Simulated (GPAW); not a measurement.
# Ti (Im-3m) in GPAW: reference runs

Aim: a first look at Ti with PBE, on the cell as given and on a disturbed one.

All numbers are computed with GPAW 26.7.0; they aren't measurements. Logs are shortened: lines on timing, memory, paths and dates and some standing lists are left out, and cuts for length are marked. The log counts tension as positive stress, the text compression.

### Step 1. The crystal as given

The structure is cubic, space group Im-3m (No. 229). The conventional cell has a = 3.282 Å, b = 3.282 Å, c = 3.282 Å, α = 90.00°, β = 90.00°, γ = 90.00°. Ti (site symmetry m-3m) is surrounded by 8 Ti at 2.84 Å.

This isn't the form of Ti at room conditions, which is hcp.

### Step 2. Single point, PBE

Input file run.py:

```python
from ase import Atoms
from ase.dft.bandgap import bandgap
from ase.io import write
from ase.units import Bohr, GPa
from gpaw import GPAW, PW
from gpaw.elf import elf_from_dft_calculation

atoms = Atoms(['Ti'],
              cell=[[-1.641, 1.641, 1.641],
                    [1.641, -1.641, 1.641],
                    [1.641, 1.641, -1.641]],
              scaled_positions=[[0.0, 0.0, 0.0]],
              pbc=True)

calc = GPAW(mode=PW(600),
            xc='PBE',
            kpts={'size': (11, 11, 11), 'gamma': True},
            occupations={'name': 'fermi-dirac', 'width': 0.05},
            nbands=14,
            convergence={'density': 1e-05, 'energy': 1e-05},
            maxiter=150,
            txt='gpaw.txt')
atoms.calc = calc
energy = atoms.get_potential_energy()
forces = atoms.get_forces()
stress = atoms.get_stress()
calc.write('gs.gpw')
write('result.traj', atoms)
print(f'Energy: {energy:.6f} eV')
print('Forces (eV/A):')
print(forces.round(4))
print('Stress (GPa):', (stress / GPa).round(3))
print('Fermi level:', round(calc.get_fermi_level(), 4), 'eV')
print(f'Gap: {bandgap(calc)[0]:.4f} eV, direct: {bandgap(calc, direct=True)[0]:.4f} eV')

# fields on the real-space grid
write('density.cube', atoms, data=calc.get_pseudo_density() * Bohr**3)
write('potential.cube', atoms, data=calc.get_electrostatic_potential())
write('elf.cube', atoms, data=elf_from_dft_calculation(calc).data)
```

Potentials or basis: GPAW PAW data sets (gpaw-data 1.2.1), pw.

Command:

```bash
$ OMP_NUM_THREADS=1 python run.py
```

gpaw.txt:

```text
__  _  _
 | _ |_)|_||  |
 |__||  | ||/\| - 26.7.0

Input parameters:
  mode=PW(ecut=600.0),
  convergence={'density': 1e-05, 'energy': 1e-05},
  kpts=MonkhorstPack(size=(11, 11, 11), gamma=True),
  maxiter=150,
  nbands=14,
  occupations=Occupations(name='fermi-dirac', width=0.05),
  xc=XC(name='PBE')

Diagonalizing LCAO Hamiltonian
Converting LCAO to pw mode

       Ti

Atoms  # Å, Bohr magnetons
|   | symbol |        x |        y |        z |    initial magnetic moments |
|---|--------|----------|----------|----------|-----------------------------|
| 0 |     Ti | 0.000000 | 0.000000 | 0.000000 | ( 0.0000,  0.0000,  0.0000) |

Unit cell  # Å
| periodic |         x |         y |         z |  lengths |     angles |
|----------|-----------|-----------|-----------|----------|------------|
|      yes | -1.641000 |  1.641000 |  1.641000 | 2.842295 | 109.471221 |
|      yes |  1.641000 | -1.641000 |  1.641000 | 2.842295 | 109.471221 |
|      yes |  1.641000 |  1.641000 | -1.641000 | 2.842295 | 109.471221 |

Number of symmetries: 48
Symmetry operations  # r_c * U_cc + t_c -> r_c
|    | kind |            matrix            |
|----|------|------------------------------|
|  0 |  σ   |  1, 1, 1,  0, 0,-1,  0,-1, 0 |
|  1 |  C4  |  1, 1, 1,  0, 0,-1, -1, 0, 0 |
|  2 |  C2  |  1, 1, 1,  0,-1, 0,  0, 0,-1 |
|  3 |  S6  |  1, 1, 1,  0,-1, 0, -1, 0, 0 |
|  4 |  S6  |  1, 1, 1, -1, 0, 0,  0, 0,-1 |
|  5 |  C4  |  1, 1, 1, -1, 0, 0,  0,-1, 0 |
|  6 |  E   |  1, 0, 0,  0, 1, 0,  0, 0, 1 |
|  7 |  σ   |  1, 0, 0,  0, 1, 0, -1,-1,-1 |
|  8 |  σ   |  1, 0, 0,  0, 0, 1,  0, 1, 0 |
|  9 |  C3  |  1, 0, 0,  0, 0, 1, -1,-1,-1 |
| 10 |  C3  |  1, 0, 0, -1,-1,-1,  0, 1, 0 |
| 11 |  σ   |  1, 0, 0, -1,-1,-1,  0, 0, 1 |
| 12 |  σ   |  0, 1, 0,  1, 0, 0,  0, 0, 1 |
| 13 |  C2  |  0, 1, 0,  1, 0, 0, -1,-1,-1 |
| 14 |  C3  |  0, 1, 0,  0, 0, 1,  1, 0, 0 |
| 15 |  S4  |  0, 1, 0,  0, 0, 1, -1,-1,-1 |
| 16 |  S4  |  0, 1, 0, -1,-1,-1,  1, 0, 0 |
| 17 |  C3  |  0, 1, 0, -1,-1,-1,  0, 0, 1 |
| 18 |  C3  |  0, 0, 1,  1, 0, 0,  0, 1, 0 |
| 19 |  S4  |  0, 0, 1,  1, 0, 0, -1,-1,-1 |
| 20 |  σ   |  0, 0, 1,  0, 1, 0,  1, 0, 0 |
| 21 |  C3  |  0, 0, 1,  0, 1, 0, -1,-1,-1 |
| 22 |  C2  |  0, 0, 1, -1,-1,-1,  1, 0, 0 |
| 23 |  S4  |  0, 0, 1, -1,-1,-1,  0, 1, 0 |
| 24 |  C4  |  0, 0,-1,  1, 1, 1,  0,-1, 0 |
| 25 |  σ   |  0, 0,-1,  1, 1, 1, -1, 0, 0 |
| 26 |  S6  |  0, 0,-1,  0,-1, 0,  1, 1, 1 |
| 27 |  C2  |  0, 0,-1,  0,-1, 0, -1, 0, 0 |
| 28 |  C4  |  0, 0,-1, -1, 0, 0,  1, 1, 1 |
| 29 |  S6  |  0, 0,-1, -1, 0, 0,  0,-1, 0 |
| 30 |  S6  |  0,-1, 0,  1, 1, 1,  0, 0,-1 |
| 31 |  C4  |  0,-1, 0,  1, 1, 1, -1, 0, 0 |
| 32 |  C4  |  0,-1, 0,  0, 0,-1,  1, 1, 1 |
| 33 |  S6  |  0,-1, 0,  0, 0,-1, -1, 0, 0 |
| 34 |  σ   |  0,-1, 0, -1, 0, 0,  1, 1, 1 |
| 35 |  C2  |  0,-1, 0, -1, 0, 0,  0, 0,-1 |
| 36 |  C2  | -1, 0, 0,  1, 1, 1,  0, 0,-1 |
| 37 |  S6  | -1, 0, 0,  1, 1, 1,  0,-1, 0 |
| 38 |  S6  | -1, 0, 0,  0, 0,-1,  1, 1, 1 |
| 39 |  C2  | -1, 0, 0,  0, 0,-1,  0,-1, 0 |
| 40 |  C2  | -1, 0, 0,  0,-1, 0,  1, 1, 1 |
| 41 |  i   | -1, 0, 0,  0,-1, 0,  0, 0,-1 |
| 42 |  S4  | -1,-1,-1,  1, 0, 0,  0, 1, 0 |
| 43 |  C3  | -1,-1,-1,  1, 0, 0,  0, 0, 1 |
| 44 |  C3  | -1,-1,-1,  0, 1, 0,  1, 0, 0 |
| 45 |  σ   | -1,-1,-1,  0, 1, 0,  0, 0, 1 |
| 46 |  S4  | -1,-1,-1,  0, 0, 1,  1, 0, 0 |
| 47 |  C2  | -1,-1,-1,  0, 0, 1,  0, 1, 0 |

BZ-sampling:
  Number of BZ points: 1331
  Number of IBZ points: 56

  Monkhorst-Pack size: [11, 11, 11]
  Monkhorst-Pack shift: [0, 0, 0]

K-points  # in reciprocal-cell coordinates
|     |                                coordinates |     weight |
|-----|--------------------------------------------|------------|
|   0 | (  0.00000000,   0.00000000,   0.00000000) | 0.00075131 |
|   1 | (  0.09090909,   0.00000000,   0.00000000) | 0.00901578 |
|   2 | (  0.09090909,   0.09090909,  -0.09090909) | 0.00450789 |
|   3 | (  0.18181818,   0.00000000,  -0.09090909) | 0.01803156 |
|   4 | (  0.18181818,   0.00000000,   0.00000000) | 0.00901578 |
|   5 | (  0.18181818,   0.09090909,  -0.09090909) | 0.01803156 |
|   6 | (  0.18181818,   0.18181818,  -0.18181818) | 0.00450789 |
|   7 | (  0.27272727,  -0.09090909,  -0.09090909) | 0.00601052 |
|   8 | (  0.27272727,   0.00000000,  -0.09090909) | 0.03606311 |
|   9 | (  0.27272727,   0.00000000,   0.00000000) | 0.00901578 |
| ... |                                            |            |
|  55 | (  0.45454545,   0.45454545,   0.45454545) | 0.00601052 |

Plane wave coefficients: 603
Cutoff: 600.0 eV

Spin-components: 1 (collinear spins)
Bands:           14
Projectors:      6
Spin-degeneracy: 2
Datatype:        complex128

Density:
  Valence electrons: 12.0
  Components: 1
  Grid points: [18 18 18]
  Charge: 0.0  # |e|

Potential:
  Grid points: [18 18 18]

species:
  Ti:
    name:    Titanium
    Z:       22.0
    valence: 12
    core:    10
    charge:  0.0  # [|e|]
    compensation charges:
      type: gauss
      rc: 0.38  # [Å]
      lmax: 2
    cutoffs:
      filter: 2.23  # [Å]
      core: 1.02  # [Å]
    projectors
    | kind |    occ | energy [eV] | rcut [Å] |
    |------|--------|-------------|----------|
    |   3s |  2.000 |     -62.623 |    1.270 |
    |   4s |  2.000 |      -4.466 |    1.270 |
    |   3p |  6.000 |     -38.862 |    1.058 |
    |   4p |  0.000 |      -1.466 |    1.058 |
    |   3d |  2.000 |      -4.258 |    1.058 |
    |    d |        |      22.953 |    1.058 |

    Using partial waves for Ti as LCAO basis

Reference energy: -23224.014282  # eV

eigensolver:
  PPCG
  Converge bands: occupied
  niter=2

density mixing:
  MSR1-Mixer
  Pratt-step length: 0.05
  Maximum mixing coefficient: 0.75
  Old densities: 10
  SVD Regularization: 0.005
  Good broyden scale: 1.0
  Trust region scale: 1.0
  Backstep threshold: 4.0
  History deletion threshold: 6.0
  Fourier metric: weight=20.0, sigma=0.015

occupation numbers:
  Fermi-Dirac:
    width: 0.0500  # eV

poisson solver:
  ecut: 4800.0  # eV

xc functional:
  name: PBE with 2 nearest neighbor stencil

convergence criteria:
- Maximum integral of absolute [dens]ity change: 1e-05 electrons / valence electron
- Maximum [total energy] change in last 3 cyles: 1e-05 eV / valence electron
- Maximum integral of absolute [eigenst]ate change: 4e-08 eV^2 / valence electron
maximum number of iterations: 150

SCF iterations
|iter     | |      energy | eigst |  dens |
|---------|-|-------------|-------|-------|
|iter:   1| |   -6.775119 | -0.12 |       |
|iter:   2| |   -6.719156 | -3.03 | -1.24 |
|iter:   3| |   -6.549028 | -1.84 | -1.29 |
|iter:   4| |   -6.552107 | -3.77 | -2.06 |
|iter:   5| |   -6.553729 | -4.16 | -2.34 |
|iter:   6| |   -6.553741 | -6.24 | -3.60 |
|iter:   7| |   -6.553743c| -6.78 | -3.93 |
|iter:   8| |   -6.553743c| -8.32c| -5.15c|

Converged in 8 steps
Energy contributions relative to reference atoms: (reference = -23224.014282)

Energy contributions:
  Kinetic:           4.572713
  Coulomb:          -4.454452
  Zero:              0.010413
  External:          0.000000
  Xc:               -6.671036
  Entropy:          -0.022762
  Spinorbit:         0.000000
  ----------------------------
  Free energy:      -6.565124
  Extrapolated:     -6.553743

dipole moment: (-5.219857, -5.219857, -5.219857)  # |e|*Ang

Fermi level: 8.089
Eigenvalues  # (at kpt = [0.000, 0.000, 0.000])
| band index |      eig [eV] | occ [0-2] |
|------------|---------------|-----------|
|          0 |       -48.435 |     2.000 |
|          1 |       -24.333 |     2.000 |
|          2 |       -24.333 |     2.000 |
|          3 |       -24.333 |     2.000 |
|          4 |         2.205 |     2.000 |
|          5 |         9.076 |     0.000 |
|          6 |         9.076 |     0.000 |
|          7 |         9.076 |     0.000 |
|          8 |        10.794 |     0.000 |
|          9 |        10.794 |     0.000 |
|         10 |        25.403 |     0.000 |
|         11 |        25.403 |     0.000 |
|         12 |        25.403 |     0.000 |
|         13 |        31.152 |     0.000 |

No gap
No difference between direct/indirect transitions

Forces  # eV/Ang
|       x |       y |        z |
|---------|---------|----------|
| 0.00000 | 0.00000 | -0.00000 |  # Ti   0

Stress tensor  # eV/Ang^3
|         x |         y |         z |
|-----------|-----------|-----------|
|  0.018980 | -0.000000 | -0.000000 |
| -0.000000 |  0.018980 |  0.000000 |
| -0.000000 |  0.000000 |  0.018980 |

# Writing to gs.gpw (mode='')
```

Wall time 11 s (1 thread of Intel Xeon Platinum 8488C (Sapphire Rapids), shared host); peak memory 0.13 GiB.

What came out:

```
Free energy            : -6.5651 eV
Pressure               : -3.0 GPa
Band gap on the k mesh : none (metal or under the smearing width)
```

### Step 3. Single point, PBE (cell strained at random at fixed volume)

Input file run.py:

```python
from ase import Atoms
from ase.dft.bandgap import bandgap
from ase.io import write
from ase.units import GPa
from gpaw import GPAW, PW

atoms = Atoms(['Ti'],
              cell=[[-1.665141, 1.661408, 1.599113],
                    [1.680389, -1.705071, 1.658024],
                    [1.604537, 1.644467, -1.642776]],
              scaled_positions=[[-0.007204, 0.007116, 0.006824]],
              pbc=True)

calc = GPAW(mode=PW(600),
            xc='PBE',
            kpts={'size': (11, 11, 11), 'gamma': True},
            occupations={'name': 'fermi-dirac', 'width': 0.05},
            nbands=14,
            convergence={'density': 1e-05, 'energy': 1e-05},
            maxiter=150,
            txt='gpaw.txt')
atoms.calc = calc
energy = atoms.get_potential_energy()
forces = atoms.get_forces()
stress = atoms.get_stress()
calc.write('gs.gpw')
write('result.traj', atoms)
print(f'Energy: {energy:.6f} eV')
print('Forces (eV/A):')
print(forces.round(4))
print('Stress (GPa):', (stress / GPa).round(3))
print('Fermi level:', round(calc.get_fermi_level(), 4), 'eV')
print(f'Gap: {bandgap(calc)[0]:.4f} eV, direct: {bandgap(calc, direct=True)[0]:.4f} eV')
```

Potentials or basis: GPAW PAW data sets (gpaw-data 1.2.1), pw.

Command:

```bash
$ OMP_NUM_THREADS=1 python run.py
```

gpaw.txt:

```text
__  _  _
 | _ |_)|_||  |
 |__||  | ||/\| - 26.7.0

Input parameters:
  mode=PW(ecut=600.0),
  convergence={'density': 1e-05, 'energy': 1e-05},
  kpts=MonkhorstPack(size=(11, 11, 11), gamma=True),
  maxiter=150,
  nbands=14,
  occupations=Occupations(name='fermi-dirac', width=0.05),
  xc=XC(name='PBE')

Diagonalizing LCAO Hamiltonian
Converting LCAO to pw mode

       Ti

Atoms  # Å, Bohr magnetons
|   | symbol |        x |         y |         z |    initial magnetic moments |
|---|--------|----------|-----------|-----------|-----------------------------|
| 0 |     Ti | 0.034903 | -0.012880 | -0.010932 | ( 0.0000,  0.0000,  0.0000) |

Unit cell  # Å
| periodic |         x |         y |         z |  lengths |     angles |
|----------|-----------|-----------|-----------|----------|------------|
|      yes | -1.665141 |  1.661408 |  1.599113 | 2.844316 | 110.136132 |
|      yes |  1.680389 | -1.705071 |  1.658024 | 2.912047 | 108.631854 |
|      yes |  1.604537 |  1.644467 | -1.642776 | 2.824451 | 111.083395 |

Number of symmetries: 1
Symmetry operations  # r_c * U_cc + t_c -> r_c
[... 124 lines left out ...]
  Coulomb:          -4.460097
  Zero:              0.010077
  External:          0.000000
  Xc:               -6.677693
  Entropy:          -0.020869
  Spinorbit:         0.000000
  ----------------------------
  Free energy:      -6.561465
  Extrapolated:     -6.551031

dipole moment: (-15.429492, 5.359861, 4.940971)  # |e|*Ang

Fermi level: 8.086
Eigenvalues  # (at kpt = [0.000, 0.000, 0.000])
| band index |      eig [eV] | occ [0-2] |
|------------|---------------|-----------|
|          0 |       -48.439 |     2.000 |
|          1 |       -24.367 |     2.000 |
|          2 |       -24.334 |     2.000 |
|          3 |       -24.303 |     2.000 |
|          4 |         2.207 |     2.000 |
|          5 |         8.883 |     0.000 |
|          6 |         8.974 |     0.000 |
|          7 |         9.328 |     0.000 |
|          8 |        10.766 |     0.000 |
|          9 |        10.857 |     0.000 |
|         10 |        24.916 |     0.000 |
|         11 |        25.394 |     0.000 |
|         12 |        25.896 |     0.000 |
|         13 |        31.029 |     0.000 |

No gap
No difference between direct/indirect transitions

Forces  # eV/Ang
|        x |        y |        z |
|----------|----------|----------|
| -0.00002 | -0.00001 | -0.00000 |  # Ti   0

Stress tensor  # eV/Ang^3
|         x |         y |         z |
|-----------|-----------|-----------|
|  0.018655 | -0.008252 |  0.003695 |
| -0.008252 |  0.016280 | -0.006170 |
|  0.003695 | -0.006170 |  0.021228 |

# Writing to gs.gpw (mode='')
```

stdout:

```text
Energy: -6.551031 eV
Forces (eV/A):
[[-0. -0. -0.]]
Stress (GPa): [ 2.989  2.608  3.401 -0.989  0.592 -1.322]
Fermi level: 8.086 eV
Gap: 0.0000 eV, direct: 0.0000 eV
```

Run time: 92 s. Hardware: 1 thread of Intel Xeon Platinum 8488C (Sapphire Rapids), shared host; peak memory 0.27 GiB.

What came out:

| Property | Result |
| --- | --- |
| Free energy | -6.5615 eV |
| Pressure | -3.0 GPa |
| Band gap on the k mesh | none (metal or under the smearing width) |

Stress tensor (GPa, compression positive):
```
-2.99  1.32 -0.59
 1.32 -2.61  0.99
-0.59  0.99 -3.40
```
